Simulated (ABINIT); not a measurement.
Runs of ABINIT 10.8.3 (patched build) on NaI. Symmetry: Fm-3m, No. 225, cubic system. Conventional cell: a = 6.473 Å, b = 6.473 Å, c = 6.473 Å, α = 90.00°, β = 90.00°, γ = 90.00°. Around I (site symmetry m-3m) lie 6 Na at 3.24 Å. Na (site symmetry m-3m) has 6 I at 3.24 Å as nearest neighbours. 

```csv
task,level,potentials or basis,cutoff (eV),fine-grid cutoff,gap on the mesh (eV),pressure (GPa)
band structure,PBEsol,PseudoDojo NC SR PBEsol v0.4.1 standard,1197,-,3.51,-0.5
band structure,PBE,JTH PAW PBE v2.0,1088,1687.11 eV,(a),0.5
band structure,LDA,JTH PAW LDA v2.0,1088,1687.11 eV,3.33,(b)
single point,PBEsol,PseudoDojo NC SR PBEsol v0.4.1 standard,1197,-,3.51,-0.5
band structure,r2SCAN,JTH PAW PBE v2.0,1306,1959.22 eV,4.42,0.0
```

Alike in all rows: no spin polarisation; cell as given; k mesh 7 × 7 × 7; smearing fermi-dirac 0.05 eV.

Fill in the values left out.

(a) 3.64; (b) -1.6.

Caveats: spin-orbit coupling is left out, which moves the levels of the heavy elements; the PAW data sets were made with another functional, which shifts forces and pressure a little (some runs).

A k mesh can miss the band edges, and the runs leave out spin-orbit coupling on I.
